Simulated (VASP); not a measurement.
# ZrB2 (P6/mmm) in VASP: a series of runs

Runs on ZrB2. Level: LDA. Tasks: single point, relaxation of cell and atoms.

Program: VASP 6.6.1. These are calculated values, not measurements. Logs are shortened: lines on timing, memory, paths and dates and some standing lists are left out, and cuts for length are marked.

**1. The structure**

Symmetry: P6/mmm, No. 191, hexagonal system. The conventional cell has a = 3.133 Å, b = 3.133 Å, c = 3.489 Å, α = 90.00°, β = 90.00°, γ = 120.00°. Zr (site symmetry 6/mmm) is surrounded by 12 B at 2.51 Å. B (site symmetry -6m2) is surrounded by 3 B at 1.81 Å.

**2. Single point, LDA**

The input, INCAR:

```
PREC = Accurate
ENCUT = 520
EDIFF = 1E-7
ISMEAR = 0
SIGMA = 0.1
LREAL = F
LASPH = T
NELM = 60
ALGO = Fast
ISIF = 2
LWAVE = F
LCHARG = F
NBANDS = 16
```

The input, KPOINTS:

```
Automatic mesh
0
Gamma
  15 15 12
```

The input, POSCAR:

```
ZrB2
1.0
    3.1327035630      0.0000000000      0.0000000000
   -1.5663517815      2.7130008681      0.0000000000
    0.0000000000      0.0000000000      3.4888814754
Zr B
1 2
Direct
    0.0000000000      0.0000000000      0.0000000000
    0.3333333333      0.6666666667      0.5000000000
    0.6666666667      0.3333333333      0.5000000000
```

Potentials or basis: VASP PAW LDA potentials, release 64 (Zr_sv, B).

The run is started by

```bash
cat potpaw_LDA.64/Zr_sv/POTCAR potpaw_LDA.64/B/POTCAR > POTCAR
mpirun -np 1 vasp_std > vasp.out
```

OUTCAR:

```text
PREC = Accurate
   ENCUT = 520
   EDIFF = 1E-7
   ISMEAR = 0
   LREAL = F
   LASPH = T
   NELM = 60
   ISIF = 2

 ion  position               nearest neighbor table
   1  0.000  0.000  0.000-   2 2.51   3 2.51   2 2.51   3 2.51   3 2.51   3 2.51   2 2.51   2 2.51
                             3 2.51   3 2.51   2 2.51   2 2.51
   2  0.333  0.667  0.500-   3 1.81   3 1.81   3 1.81   1 2.51   1 2.51   1 2.51   1 2.51   1 2.51
                             1 2.51
   3  0.667  0.333  0.500-   2 1.81   2 1.81   2 1.81   1 2.51   1 2.51   1 2.51   1 2.51   1 2.51
                             1 2.51

  LATTYP: Found a hexagonal cell.
 ALAT       =     3.1327035630
 C/A-ratio  =     1.1136966538

  Lattice vectors:

 A1 = (   3.1327035630,   0.0000000000,   0.0000000000)
 A2 = (  -1.5663517815,   2.7130008681,   0.0000000000)
 A3 = (   0.0000000000,   0.0000000000,   3.4888814754)

Analysis of symmetry for initial positions (statically):
=====================================================================
 Subroutine PRICEL returns:
 Original cell was already a primitive cell.

 Routine SETGRP: Setting up the symmetry group for a
 hexagonal supercell.

 Subroutine GETGRP returns: Found 24 space group operations
 (whereof 24 operations were pure point group operations)
 out of a pool of 24 trial point group operations.

The static configuration has the point symmetry D_6h.

Analysis of symmetry for dynamics (positions and initial velocities):
=====================================================================
 Subroutine PRICEL returns:
 Original cell was already a primitive cell.

 Routine SETGRP: Setting up the symmetry group for a
 hexagonal supercell.

 Subroutine GETGRP returns: Found 24 space group operations
 (whereof 24 operations were pure point group operations)
 out of a pool of 24 trial point group operations.

The dynamic configuration has the point symmetry D_6h.

 Subroutine INISYM returns: Found 24 space group operations
 (whereof 24 operations are pure point group operations),
 and found     1 'primitive' translations

----------------------------------------------------------------------------------------

                                     Primitive cell

  volume of cell :      29.6521

  direct lattice vectors                    reciprocal lattice vectors
     3.132703563  0.000000000  0.000000000     0.319213095  0.184297766  0.000000000
    -1.566351782  2.713000868  0.000000000     0.000000000  0.368595533  0.000000000
     0.000000000  0.000000000  3.488881475     0.000000000  0.000000000  0.286624813

  length of vectors
     3.132703563  3.132703563  3.488881475     0.368595533  0.368595533  0.286624813

  position of ions in fractional coordinates (direct lattice)
     0.000000000  0.000000000  0.000000000
     0.333333333  0.666666667  0.500000000
     0.666666667  0.333333333  0.500000000

  ion indices of the primitive-cell ions
   primitive index   ion index
                 1           1
                 2           2
                 3           3

----------------------------------------------------------------------------------------

 KPOINTS: Automatic mesh

Automatic generation of k-mesh.
 Grid dimensions read from file:
 generate k-points for:   15   15   12

 Generating k-lattice:

  Cartesian coordinates                     Fractional coordinates (reciprocal lattice)
     0.021280873  0.012286518  0.000000000     0.066666667  0.000000000  0.000000000
     0.000000000  0.024573036  0.000000000     0.000000000  0.066666667  0.000000000
     0.000000000  0.000000000  0.023885401     0.000000000  0.000000000  0.083333333

  Length of vectors
     0.024573036  0.024573036  0.023885401

  Shift w.r.t. Gamma in fractional coordinates (k-lattice)
     0.000000000  0.000000000  0.000000000

 Subroutine IBZKPT returns following result:
 ===========================================

 Found    189 irreducible k-points:

 Following reciprocal coordinates:
            Coordinates               Weight
  0.000000  0.000000  0.000000      1.000000
  0.066667 -0.000000  0.000000      6.000000
  0.133333 -0.000000  0.000000      6.000000
  0.200000  0.000000  0.000000      6.000000
  0.266667 -0.000000  0.000000      6.000000
  0.333333  0.000000  0.000000      6.000000
[... 16 lines left out ...]
  0.333333  0.200000  0.000000     12.000000
  0.400000  0.200000  0.000000      6.000000
 [... further k-points ...]
   k-points           NKPTS =    189   k-points in BZ     NKDIM =    189   number of bands    NBANDS=     16
   number of dos      NEDOS =    301   number of ions     NIONS =      3
   total plane-waves  NPLWV =  16128
   dimension x,y,z NGX =    24 NGY =   24 NGZ =   28
   dimension x,y,z NGXF=    48 NGYF=   48 NGZF=   56
   ions per type =               1   2
   NGX,Y,Z   is equivalent  to a cutoff of  12.74, 12.74, 13.34 a.u.
   NGXF,Y,Z  is equivalent  to a cutoff of  25.47, 25.47, 26.68 a.u.
 SYSTEM =  unknown system
   PREC   = accura    normal or accurate (medium, high low for compatibility)
   ISTART =      0    job   : 0-new  1-cont  2-samecut
   ICHARG =      2    charge: 1-file 2-atom 10-const
   ISPIN  =      1    spin polarized calculation?
   LNONCOLLINEAR =      F non collinear calculations
   LSORBIT =      F    spin-orbit coupling
   LASPH  =      T    aspherical Exc in radial PAW
   ENCUT  =  520.0 eV  38.22 Ry    6.18 a.u.   5.82  5.82  6.49*2*pi/ulx,y,z
   NELM   =     60;   NELMIN=  2; NELMDL= -5     # of ELM steps
   EDIFF  = 0.1E-06   stopping-criterion for ELM
   LREAL  =      F    real-space projection
   EDIFFG = 0.1E-05   stopping-criterion for IOM
   NSW    =      0    number of steps for IOM
   IBRION =     -1    ionic relax: 0-MD 1-quasi-New 2-CG
   NFREE  =      0    steps in history (QN), initial steepest desc. (CG)
   ISIF   =      2    stress and relaxation
   ISYM   =      2    0-nonsym 1-usesym 2-fastsym
   POTIM  = 0.5000    time-step for ionic-motion
   TEBEG  =    0.0;   TEEND  =   0.0 temperature during run
   PSTRESS=    0.0 pullay stress
   NELECT =      18.0000    total number of electrons
   NUPDOWN=      -1.0000    fix difference up-down
   EMIN   =  10.00;   EMAX   =-10.00  energy-range for DOS
   EFERMI =   0.00;   METHOD = LEGACY
   ISMEAR =     0;   SIGMA  =   0.10  broadening in eV -4-tet -1-fermi 0-gaus
   EFERMI_NEDOS =   21; number of points for ismear=-14 and -15
   IALGO  =     68    algorithm
   IMIX   =      4    mixing-type and parameters
     AMIX     =   0.40;   BMIX     =  1.00
     AMIX_MAG =   1.60;   BMIX_MAG =  1.00
  volume/ion in A,a.u.               =       9.88        66.70
  Fermi-wavevector in a.u.,A,eV,Ry     =   1.386162  2.619466 26.142831  1.921444
  Thomas-Fermi vector in A             =   2.510503
   LORBIT       =      0    0 simple, 1 ext, 2 COOP (PROOUT), +10 PAW based schemes
   GGA     = CA    functional components
   LHFCALC =     F    Hartree Fock is set to
   AEXX    =    0.0000 exact exchange contribution
   IVDW    =     0    specifies the selected vdW correction
   LEPSILON=     F    determine dielectric tensor
   LRPA    =     F    only Hartree local field effects (RPA)
 non-spin polarized calculation
 RMM-DIIS sequential band-by-band and
 Gauss-broadening in eV      SIGMA  =   0.10
  energy-cutoff  :      520.00
  volume of cell :       29.65
 maximum number of plane-waves:       820
 NGX is ok and might be reduce to    24
   NGX = 11   NGY = 11   NGZ = 13

 number of electron      18.0000000 magnetization

 Free energy of the ion-electron system (eV)
  ---------------------------------------------------
  ext. energy  EPLUGINS =         0.00000000
  ---------------------------------------------------
  free energy    TOTEN  =       -27.48273203 eV

  energy without entropy =      -27.48167493  energy(sigma->0) =      -27.48220348

 E-fermi :  10.8582     XC(G=0): -12.7557

 val. band max:       10.8325135231   @ k =   0.0667   0.0667   0.4167
 cond. band min:      10.8698701889   @ k =   0.4000   0.1333   0.0000
 fundamental gap:      0.0373566657
 Fermi energy:        10.8582188550

 k-point     1 :       0.0000    0.0000    0.0000
  band No.  band energies     occupation
      1     -37.3575      2.00000
      2     -15.7247      2.00000
      3     -15.1002      2.00000
      4     -15.1002      2.00000
      5      -1.8531      2.00000
      6       8.1697      2.00000
[... 8 lines left out ...]
     15      16.1658      0.00000
     16      16.1658      0.00000

 k-point     2 :       0.0667   -0.0000    0.0000
  band No.  band energies     occupation
      1     -37.3516      2.00000
      2     -15.7161      2.00000
      3     -15.1506      2.00000
      4     -15.1111      2.00000
      5      -1.7607      2.00000
      6       7.9116      2.00000
[... 8 lines left out ...]
     15      16.6609      0.00000
     16      16.8339      0.00000

 k-point     3 :       0.1333   -0.0000    0.0000
  band No.  band energies     occupation
      1     -37.3349      2.00000
      2     -15.6918      2.00000
      3     -15.2907      2.00000
      4     -15.1415      2.00000
      5      -1.4915      2.00000
      6       7.2536      2.00000
[... 8 lines left out ...]
     15      17.5076      0.00000
     16      17.9837      0.00000

 k-point     4 :       0.2000    0.0000    0.0000
  band No.  band energies     occupation
      1     -37.3101      2.00000
      2     -15.6556      2.00000
      3     -15.4913      2.00000
      4     -15.1861      2.00000
      5      -1.0661      2.00000
      6       6.3944      2.00000
[... 8 lines left out ...]
     15      17.8438      0.00000
     16      18.8780      0.00000

 k-point     5 :       0.2667   -0.0000    0.0000
  band No.  band energies     occupation
      1     -37.2814      2.00000
      2     -15.7139      2.00000
      3     -15.6138      2.00000
      4     -15.2366      2.00000
      5      -0.5107      2.00000
      6       5.4626      2.00000
[... 8 lines left out ...]
     15      18.4609      0.00000
     16      20.4499      0.00000

 k-point     6 :       0.3333    0.0000    0.0000
  band No.  band energies     occupation
      1     -37.2538      2.00000
      2     -15.9197      2.00000
      3     -15.5734      2.00000
      4     -15.2844      2.00000
      5       0.1488      2.00000
      6       4.5185      2.00000
[... 8 lines left out ...]
     15      19.4562      0.00000
     16      22.1166      0.00000

 k-point     7 :       0.4000    0.0000    0.0000
  band No.  band energies     occupation
      1     -37.2320      2.00000
      2     -16.0762      2.00000
      3     -15.5416      2.00000
      4     -15.3214      2.00000
      5       0.8859      2.00000
      6       3.5936      2.00000
[... 8 lines left out ...]
     15      20.3026      0.00000
     16      20.4723      0.00000

 k-point     8 :       0.4667    0.0000    0.0000
  band No.  band energies     occupation
      1     -37.2201      2.00000
      2     -16.1604      2.00000
      3     -15.5241      2.00000
      4     -15.3415      2.00000
      5       1.6361      2.00000
      6       2.7500      2.00000
[... 8 lines left out ...]
     15      19.2633      0.00000
     16      21.1654      0.00000

 k-point     9 :       0.0667    0.0667    0.0000
  band No.  band energies     occupation
      1     -37.3403      2.00000
      2     -15.6996      2.00000
      3     -15.2441      2.00000
      4     -15.1335      2.00000
      5      -1.5798      2.00000
      6       7.4757      2.00000
[... 8 lines left out ...]
     15      17.2144      0.00000
     16      18.1125      0.00000
[... 172 lines left out ...]
 k-point    19 :       0.3333    0.1333    0.0000
  band No.  band energies     occupation
      1     -37.2254      2.00000
      2     -16.0383      2.00000
      3     -15.5319      2.00000
      4     -15.4301      2.00000
      5       1.1227      2.00000
      6       3.7374      2.00000
[... 8 lines left out ...]
     15      20.0483      0.00000
     16      20.6729      0.00000

 k-point    20 :       0.4000    0.1333    0.0000
  band No.  band energies     occupation
      1     -37.2144      2.00000
      2     -16.1057      2.00000
      3     -15.5159      2.00000
      4     -15.4596      2.00000
      5       1.9002      2.00000
      6       2.8942      2.00000
[... 8 lines left out ...]
     15      20.0434      0.00000
     16      20.8515      0.00000

 k-point    21 :       0.2000    0.2000    0.0000
  band No.  band energies     occupation
      1     -37.2471      2.00000
      2     -15.8720      2.00000
      3     -15.5637      2.00000
      4     -15.4031      2.00000
      5       0.3207      2.00000
      6       4.8783      2.00000
[... 8 lines left out ...]
     15      18.6085      0.00000
     16      20.4973      0.00000

 k-point    22 :       0.2667    0.2000    0.0000
  band No.  band energies     occupation
      1     -37.2266      2.00000
      2     -15.9673      2.00000
      3     -15.5338      2.00000
      4     -15.4967      2.00000
      5       1.0180      2.00000
      6       4.2518      2.00000
[... 8 lines left out ...]
     15      19.0859      0.00000
     16      21.1505      0.00000

 k-point    23 :       0.3333    0.2000    0.0000
  band No.  band energies     occupation
      1     -37.2127      2.00000
      2     -16.0266      2.00000
      3     -15.5644      2.00000
      4     -15.5134      2.00000
      5       1.7936      2.00000
      6       3.4883      2.00000
[... 8 lines left out ...]
     15      20.1046      0.00000
     16      21.1733      0.00000

 k-point    24 :       0.4000    0.2000    0.0000
  band No.  band energies     occupation
      1     -37.2077      2.00000
      2     -16.0465      2.00000
      3     -15.5892      2.00000
      4     -15.5061      2.00000
      5       2.5029      2.00000
      6       2.7724      2.00000
[... 8 lines left out ...]
     15      20.7296      0.00000
     16      20.9176      0.00000

 [... further k-points ...]
[... 5 lines left out ...]
  --------------------------------------------------------------------------------------
  -------------------------------------------------------------------------------------
  Total        0.0915985      0.0915985      0.1054999      0.0000000      0.0000000      0.0000000
  in kB        4.9492944      4.9492944      5.7004269      0.0000000      0.0000000      0.0000000
  external PRESSURE =       5.1996719 kB  Pullay stress =       0.0000000 kB

 VOLUME and BASIS-vectors are now :
 -----------------------------------------------------------------------------
  energy-cutoff  :      520.00
  volume of cell :       29.65
      direct lattice vectors                 reciprocal lattice vectors
     3.132703563  0.000000000  0.000000000     0.319213095  0.184297766  0.000000000
    -1.566351782  2.713000868  0.000000000     0.000000000  0.368595533  0.000000000
     0.000000000  0.000000000  3.488881475     0.000000000  0.000000000  0.286624813

 POSITION                                       TOTAL-FORCE (eV/Angst)
 -----------------------------------------------------------------------------------
      0.00000      0.00000      0.00000        -0.000000      0.000000      0.000000
     -0.00000      1.80867      1.74444        -0.000000     -0.000000      0.000000
      1.56635      0.90433      1.74444         0.000000      0.000000     -0.000000
 -----------------------------------------------------------------------------------
    total drift:                               -0.000000      0.000000      0.000000

  FREE ENERGIE OF THE ION-ELECTRON SYSTEM (eV)
  ---------------------------------------------------
  free  energy   TOTEN  =       -27.4827320296 eV

  energy  without entropy=      -27.4816749319  energy(sigma->0) =      -27.48220348
```

Run time: 3.2 min. Hardware: 1 thread of AMD EPYC 7R13 (Zen 3), shared host; peak memory 0.16 GiB.

Results:

```yaml
Free_energy: -27.4827 eV
Pressure: 0.5 GPa
Band_gap_on_the_k_mesh: none (metal or under the smearing width)
```

Stress tensor (GPa, compression positive):
```
0.49 0.00 0.00
0.00 0.49 0.00
0.00 0.00 0.57
```

[end of part 1 of 2]
